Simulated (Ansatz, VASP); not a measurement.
**Cross-check of SiGe2 between VASP and Ansatz**

Wanted: the spread between two codes on one cell, functional and k mesh. The cell is generated by rule, not measured, and may not be a known phase. The cell is taken from a series of runs on this material, whose earlier steps may have relaxed, scaled, displaced or heated it; both programs get it as it stands.

Method: plane waves, with VASP 6.6.1 beside it; single point at r2SCAN, in Ansatz 0.2.0.

The structure was built from a prototype and need not be the compound's stable phase.

### Step 1. Starting point

The structure is tetragonal, space group P4_222 (No. 93). The conventional cell has a = 7.478 Å, b = 7.478 Å, c = 5.288 Å, α = 90.00°, β = 90.00°, γ = 90.00°. Si has 4 Ge at 2.26 to 2.33 Å nearest. Ge has 2 Si at 2.33 Å nearest. Nearest to Ge lie 2 Si at 2.26 Å. Farther neighbours are not listed.

Coordinates:

```cif
data_structure
_symmetry_space_group_name_H-M 'P 1'
_symmetry_Int_Tables_number 1
_cell_length_a 5.2880
_cell_length_b 7.4784
_cell_length_c 7.4784
_cell_angle_alpha 90.000
_cell_angle_beta 90.000
_cell_angle_gamma 90.000
_cell_volume 295.74
loop_
_atom_site_label
_atom_site_type_symbol
_atom_site_fract_x
_atom_site_fract_y
_atom_site_fract_z
_atom_site_occupancy
Si1 Si 0.00000 0.99410 0.99410 1
Si2 Si 0.00000 0.50590 0.50590 1
Si3 Si 0.50000 0.99410 0.50590 1
Si4 Si 0.50000 0.50590 0.99410 1
Ge5 Ge 0.75000 0.25000 0.48128 1
Ge6 Ge 0.75000 0.75000 0.01872 1
Ge7 Ge 0.25000 0.01872 0.25000 1
Ge8 Ge 0.25000 0.48128 0.75000 1
Ge9 Ge 0.25000 0.01872 0.75000 1
Ge10 Ge 0.25000 0.48128 0.25000 1
Ge11 Ge 0.75000 0.75000 0.48128 1
Ge12 Ge 0.75000 0.25000 0.01872 1
```

### Step 2. Ansatz: single point, r2SCAN

Ansatz runs on its default PAW (the set named soft_2) files.

A single point gives forces, pressure and levels at one fixed geometry, so differences don't come from the geometry; what else differs is listed under the comparison.

Contents of input.yaml:

```yaml
crystal:
  lattice:
    - [-5.2880224348, 0.0, 0.0]
    - [0.0, -5.2880224348, -5.2880224348]
    - [0.0, -5.2880224348, 5.2880224348]
  atoms:
    - { symbol: Si, position: [1.0, 0.9940965666, -0.0059034334] }
    - { symbol: Si, position: [1.0, 0.5059034334, 0.5059034334] }
    - { symbol: Si, position: [0.5, -0.0059034334, 0.5059034334] }
    - { symbol: Si, position: [0.5, 0.5059034334, -0.0059034334] }
    - { symbol: Ge, position: [0.75, 0.25, 0.4812794006] }
    - { symbol: Ge, position: [0.75, 0.75, 0.0187205994] }
    - { symbol: Ge, position: [0.25, 0.0187205994, 0.25] }
    - { symbol: Ge, position: [0.25, 0.4812794006, 0.75] }
    - { symbol: Ge, position: [0.25, 0.0187205994, 0.75] }
    - { symbol: Ge, position: [0.25, 0.4812794006, 0.25] }
    - { symbol: Ge, position: [0.75, 0.75, 0.4812794006] }
    - { symbol: Ge, position: [0.75, 0.25, 0.0187205994] }
kpoints:
  mp_grid: { grid: [8, 6, 6] }
hamiltonian:
  xc: r2scan
scf:
  occupations: { method: methfessel_paxton, width: 0.2 }
output:
  forces: true
  stress: true
  eigenvalues: true
```

Run with:

```console
ansatz run input.yaml --threads 8 --pin off --max-ram 14336MiB --backend cpu --events-out ev --progress --plain --runs-dir out
```

Numbers of over 12 decimals in the logs are rounded to 6 here.

What it wrote:

```text
Engine: ansatz 0.2.0, aarch64-unknown-linux-gnu
Pseudopotentials: kind: paw
Pseudopotential: Si, paw, valence charge 4, recommended cutoff 500 eV (meta_gga), Si.paw.azcp
Pseudopotential: Ge, paw, valence charge 14, recommended cutoff 500 eV (meta_gga), Ge.paw.azcp
Functional definition: r2SCAN
  parameter k0 = 0.174
  parameter k1 = 0.065
  parameter a1 = 4.9479
  exchange = r2scan_x(k0 = k0, k1 = k1, a1 = a1)
  correlation = r2scan_c
Crystal: 12 atoms, lattice volume = 295.740 Å³
Basis set: ecut = 500 eV, 7467 PW (Γ), exchange–correlation on 160×240×240 points (64 copies of the dense FFT grid, shifted against one another)
Bands: 77, of which v1, the nominal top of the filled ones, is band 64 counted from 1 (63 counted from 0)
Symmetry: 8 space group operations
Space group: P4222 (ITA 93), of the structure as read, at distance tolerance 6.7e-5 Å
k-points: 50 of 288 (time reversal used)
Non-local potential: Si, projectors of the file, l = 0: 2, l = 1: 2, l = 2: 2
Non-local potential: Ge, projectors of the file, l = 0: 2, l = 1: 2, l = 2: 3, l = 3: 1
PAW form: soft (Blöchl's): semilocal exchange-correlation on the pseudo side does not see the compensation charge
PAW frozen core: Si, regenerated for the run's functional (the file was generated under x = pbe(κ = 0.804, μ = 0.219515), c = pbe(β = 0.066725))
PAW frozen core: Ge, regenerated for the run's functional (the file was generated under x = pbe(κ = 0.804, μ = 0.219515), c = pbe(β = 0.066725))
PAW one-centre angular grid: Si, 302 points (default); XC on 160 Gauss nodes
PAW one-centre angular grid: Ge, 590 points (default); XC on 160 Gauss nodes
Initial density: superposition of atomic densities (neutral atoms: chi_scale 0, normalization atom), corrected by the library's trained network
Initial wavefunctions: pseudopotential atomic-orbital guess
Functional: x = r2scan, c = r2scan; τ floored in thin density (d = 2e-4 eV/Å³)
SCF iter   1: F=—  HF=-36967.420144 eV  |F-HF|=—  |Δ(HF+E_count)|=         —  Δρ=7.95e-3  dr2=1.86e-1  dr2_τ=3.02e-2  ethr=1.77e-3  ⟨swp⟩=7.2  Hψ=14945  notcnv=0
preconditioner: auto → Kerker (q_TF=auto, 2.373 Å⁻¹)  [metal: Δε(μ)=0.010 eV  Ē_g=7.433 eV  σ=0.200 eV  W_gap=0.04  n_scr=62 (ndim 8)  ℏωp=15.0 eV  f_vac=0.000  D(μ)=6.60/eV (n_scr^D=38)]
SCF iter   2: F=—  HF=-36967.475717 eV  |F-HF|=—  |Δ(HF+E_count)|=   5.56e-2  S|Δr|=    0.00e0  Δρ=4.09e-3  dr2=6.23e-2  dr2_τ=2.12e-4  ethr=1.45e-4  ⟨swp⟩=2.0  Hψ=7662  notcnv=0
SCF iter   3: F=—  HF=-36967.467117 eV  |F-HF|=—  |Δ(HF+E_count)|=   8.60e-3  S|Δr|=    0.00e0  Δρ=2.12e-3  dr2=1.63e-2  dr2_τ=1.20e-4  ethr=4.87e-5  ⟨swp⟩=2.6  Hψ=4811  notcnv=0
SCF iter   4: F=—  HF=-36967.464388 eV  |F-HF|=—  |Δ(HF+E_count)|=   2.73e-3  S|Δr|=    0.00e0  Δρ=3.38e-4  dr2=5.58e-4  dr2_τ=3.13e-6  ethr=1.27e-5  ⟨swp⟩=2.0  Hψ=4873  notcnv=0
SCF iter   5: F=—  HF=-36967.464621 eV  |F-HF|=—  |Δ(HF+E_count)|=   2.33e-4  S|Δr|=    0.00e0  Δρ=1.21e-4  dr2=1.00e-4  dr2_τ=3.98e-7  ethr=4.36e-7  ⟨swp⟩=2.0  Hψ=4995  notcnv=0
SCF iter   6: F=—  HF=-36967.464669 eV  |F-HF|=—  |Δ(HF+E_count)|=   4.72e-5  S|Δr|=    0.00e0  Δρ=4.96e-5  dr2=1.71e-5  dr2_τ=8.31e-8  ethr=7.83e-8  ⟨swp⟩=2.0  Hψ=6947  notcnv=0
SCF iter   7: F=—  HF=-36967.464629 eV  |F-HF|=—  |Δ(HF+E_count)|=   3.96e-5  S|Δr|=    0.00e0  Δρ=2.58e-5  dr2=2.61e-6  dr2_τ=2.84e-8  ethr=1.33e-8  ⟨swp⟩=2.0  Hψ=6977  notcnv=0  defer=17
SCF iter   8: F=—  HF=-36967.464628 eV  |F-HF|=—  |Δ(HF+E_count)|=   9.13e-7  S|Δr|=    0.00e0  Δρ=1.09e-5  dr2=7.83e-7  dr2_τ=2.20e-9  ethr=2.04e-9  ⟨swp⟩=2.0  Hψ=6924  notcnv=0  defer=17
SCF iter   9: F=-36967.464628 eV  HF=-36967.464628 eV  |F-HF|=1.28e-8  |Δ(HF+E_count)|=   2.78e-7  S|Δr|=    0.00e0  Δρ=2.33e-6  dr2=5.12e-8  dr2_τ=1.77e-10  ethr=7.81e-11  ⟨swp⟩=9.3  Hψ=17512  notcnv=0
SCF 1 converged in 9 iterations: F = -36967.464628 eV  dr2 = 5.12e-8
  greatest PAW one-centre occupation: 0.998 electrons in one spin orbital (limit 2), on the Ge atom at site 4 (counted from 0), in its partial waves of l = 2
SCF converged after 9 iterations
Stability not checked: this state was not tested for a lower state beside it, because cold or Methfessel-Paxton smearing, or corrected tetrahedra, fill the levels in a way that the test cannot read (fill_not_monotonic; see scf.lower_state_search)
Free energy (F): -36967.464628 eV
Harris-Foulkes:  -36967.464628 eV  (|F-HF|=1.28e-8)
Internal energy: -36967.455152 eV  (E = F + TS)
E sigma→0 (E₀):  -36967.462259 eV
Entropy (-TS):   -0.009476 eV (-0.790 meV/atom)
Fermi energy:    6.432145 eV
--- Per-component energies (eV) ---
  E_band       = -1491.121191
  E_kinetic    = 1035.800081
  E_local      = -20905.581909  (includes V_loc(G=0)·N_el)
  E_nonlocal   = 3442.512428
  E_hartree    = 9104.448637
  E_xc         = -749.476457
  E_vxc        = -730.951835  (∫ρ·V_xc dr)
  E_paw        = -18332.127054  (= ΣΔE_a)
  E_vpaw       = -2581.366738  (= ΣTr[D̂ρ^β])
  E_aug_tail   = 0.000153  (compensation charges beyond the density's cutoff)
  E_vtau       = 39.577008  (kinetic-family band-sum trace: ∫τ·v_τ [+ j·A + Jᵃ·Aᵃ] dr)
  E_ewald      = -10554.039174
  E_core_change = -8.991858  (= ΣΔE_core)
  E_smearing   = -0.009476  (= −TS)
  E_closure    = -0.000000  (closes the sum)
  Σ components = -36967.464628   (vs F -36967.464628, Δ=0.00e0)
--- Forces (eV/Å), atoms counted from 1 ---
  atom   1  Si     0.00000000     0.04886120    -0.00000000
  atom   2  Si     0.00000000    -0.04886120    -0.00000000
  atom   3  Si     0.00000000     0.00000000     0.04886120
  atom   4  Si     0.00000000     0.00000000    -0.04886120
  atom   5  Ge     0.00000000     0.58101208    -0.58101208
  atom   6  Ge     0.00000000    -0.64544340     0.64544340
  atom   7  Ge     0.00000000    -0.58101208    -0.58101208
  atom   8  Ge    -0.00000000     0.64544340     0.64544340
  atom   9  Ge     0.00000000    -0.64544340    -0.64544340
  atom  10  Ge     0.00000000     0.58101208     0.58101208
  atom  11  Ge    -0.00000000     0.64544340    -0.64544340
  atom  12  Ge    -0.00000000    -0.58101208     0.58101208
  max |Σ_I F_I| component: 2.22e-16 eV/Å
--- Stress (GPa, compression-positive) ---
        0.118177       0.000000       0.000000
        0.000000      -0.613961       0.000000
        0.000000       0.000000      -0.613961
  P = ⅓ Tr σ = -0.3699 GPa (-3.699 kbar)
--- Band table (eV; the first three rows and the last of 50) ---
  k-point 0: bands = [... 60 lower, 4.4967, 4.4967, 5.2108, 7.2658, 7.4754, 7.4754, 7.6222, 7.6595, ... 9 higher]
  k-point 1: bands = [... 60 lower, 4.6531, 4.7397, 5.5152, 6.8458, 6.8872, 7.0019, 7.4316, 7.5514, ... 9 higher]
  k-point 2: bands = [... 60 lower, 5.0124, 5.2024, 5.7606, 6.3513, 6.3910, 6.6014, 7.2579, 7.3473, ... 9 higher]
  k-point 49: bands = [... 60 lower, 4.3650, 4.5213, 4.5213, 4.8807, 7.2475, 7.6998, 7.6998, 8.0711, ... 9 higher]
```

In the SCF lines HF is the Harris–Foulkes energy and dr2 the Hartree energy of the density residual, in eV; the loop may stop once dr2 is under the threshold and the program's other checks hold. Hψ counts applications of the Hamiltonian.

The run ends at a pressure of -0.37 GPa, with forces up to 0.91 eV/Å.

### Step 3. VASP: single point, r2SCAN

The same cell, functional, mesh and smearing now go to VASP, with its own data sets.

Lines of VASP's logs that name or quote its potential files are left out, and so is its time.

Contents of INCAR:

```
SYSTEM = SiGe2
PREC = Accurate
ENCUT = 550
EDIFF = 1E-06
NELM = 120
ISMEAR = 1
SIGMA = 0.2
LREAL = .FALSE.
ALGO = Normal
METAGGA = R2SCAN
LASPH = .TRUE.
NBANDS = 79
LORBIT = 11
LWAVE = .FALSE.
LCHARG = .FALSE.
ISIF = 2
GGA_COMPAT = .FALSE.
LMIXTAU = .TRUE.
KPAR = 2
```

Contents of POSCAR:

```
SiGe2
1.0
   -5.2880224348      0.0000000000      0.0000000000
    0.0000000000     -5.2880224348     -5.2880224348
    0.0000000000     -5.2880224348      5.2880224348
Si Ge
4 8
Direct
    0.0000000000      0.9940965666      0.9940965666
    0.0000000000      0.5059034334      0.5059034334
    0.5000000000      0.9940965666      0.5059034334
    0.5000000000      0.5059034334      0.9940965666
    0.7500000000      0.2500000000      0.4812794006
    0.7500000000      0.7500000000      0.0187205994
    0.2500000000      0.0187205994      0.2500000000
    0.2500000000      0.4812794006      0.7500000000
    0.2500000000      0.0187205994      0.7500000000
    0.2500000000      0.4812794006      0.2500000000
    0.7500000000      0.7500000000      0.4812794006
    0.7500000000      0.2500000000      0.0187205994
```

Contents of KPOINTS:

```
Automatic mesh
0
Gamma
8 6 6
0 0 0
```

PAW data sets: Si and Ge_d (PBE family, release 64).

Run with:

```console
mpirun -np 2 vasp_std
```

What it wrote:

```text
[banner, memory and clock lines left out]
running    2 mpi-ranks, on    1 nodes
 distrk:  each k-point on    1 cores,    2 groups
 distr:  one band on    1 cores,    1 groups

 POSCAR found type information on POSCAR SiGe
 POSCAR found :  2 types and      12 ions
|                                                                             |
|               ----> ADVICE to this user running VASP <----                  |
|                                                                             |
|     You enforced a specific xc type in the INCAR file but a different       |
|     [... a line on the potential file left out ...]
|     I HOPE YOU KNOW WHAT YOU ARE DOING!                                     |
|                                                                             |

 LDA part: xc-table for (None), standard interpolation
 POSCAR, INCAR and KPOINTS ok, starting setup
 FFT: planning ... GRIDC
 FFT: planning ... GRID_SOFT
 FFT: planning ... GRID
 WAVECAR not read
 entering main loop
       N       E                     dE             d eps       ncg     rms          rms(c)
DAV:   1     0.165356242303E+04    0.16536E+04   -0.59328E+04 10062   0.395E+03
DAV:   2     0.208627817062E+03   -0.14449E+04   -0.13835E+04  7900   0.119E+03
DAV:   3    -0.113056752050E+03   -0.32168E+03   -0.30683E+03  8288   0.268E+02
DAV:   4    -0.146656162479E+03   -0.33599E+02   -0.32277E+02  9328   0.936E+01
DAV:   5    -0.148106327089E+03   -0.14502E+01   -0.14307E+01  8881   0.206E+01    0.105E+01
DAV:   6    -0.141324281125E+03    0.67820E+01   -0.21402E+00  8773   0.121E+01    0.629E+00
DAV:   7    -0.128194938933E+03    0.13129E+02   -0.26939E+00  8580   0.741E+00    0.175E+00
DAV:   8    -0.132464808032E+03   -0.42699E+01   -0.17979E+00  8401   0.561E+00    0.752E-01
DAV:   9    -0.133740820029E+03   -0.12760E+01   -0.34518E-01  9927   0.230E+00    0.639E-01
DAV:  10    -0.134213000293E+03   -0.47218E+00   -0.22376E-01  9667   0.272E+00    0.324E-01
DAV:  11    -0.133750344271E+03    0.46266E+00   -0.40856E-01  9568   0.238E+00    0.211E-01
DAV:  12    -0.133989799475E+03   -0.23946E+00   -0.26012E-01  8124   0.165E+00    0.170E-01
DAV:  13    -0.133992056662E+03   -0.22572E-02   -0.22142E-02 10745   0.508E-01    0.107E-01
DAV:  14    -0.134010230877E+03   -0.18174E-01   -0.15991E-02  8813   0.522E-01    0.517E-02
[...]
DAV:  20    -0.134011377973E+03   -0.86710E-04   -0.24916E-05  7823   0.342E-02    0.659E-03
DAV:  21    -0.134011398085E+03   -0.20111E-04   -0.17193E-05  8136   0.222E-02    0.610E-03
DAV:  22    -0.134011399255E+03   -0.11701E-05   -0.23306E-06  6549   0.949E-03    0.278E-03
DAV:  23    -0.134011414445E+03   -0.15190E-04   -0.11757E-05  6467   0.143E-02    0.159E-03
DAV:  24    -0.134011412381E+03    0.20641E-05   -0.64278E-07  4925   0.505E-03    0.118E-03
DAV:  25    -0.134011410380E+03    0.20013E-05   -0.10692E-06  5660   0.558E-03    0.113E-03
DAV:  26    -0.134011414452E+03   -0.40724E-05   -0.13018E-06  5922   0.568E-03    0.454E-04
DAV:  27    -0.134011414478E+03   -0.26081E-07   -0.60072E-08  4755   0.163E-03
   1 F= -.13401141E+03 E0= -.13400824E+03  d E =-.952569E-02
```

(Continued in part 2 of 2.)

[Lines on the potential files, build, host, timing and source positions are cut from VASP's logs without a mark.]

[Logs are printed without paths, hosts, clocks, repeated set-up lines and the standing remarks that a program may print on its own settings, such as how far it seeks lower states.]

[Hosts, paths, dates, database ids (printed as entryN), source tags and the programs' standing remarks are cut or masked in the printed files.]
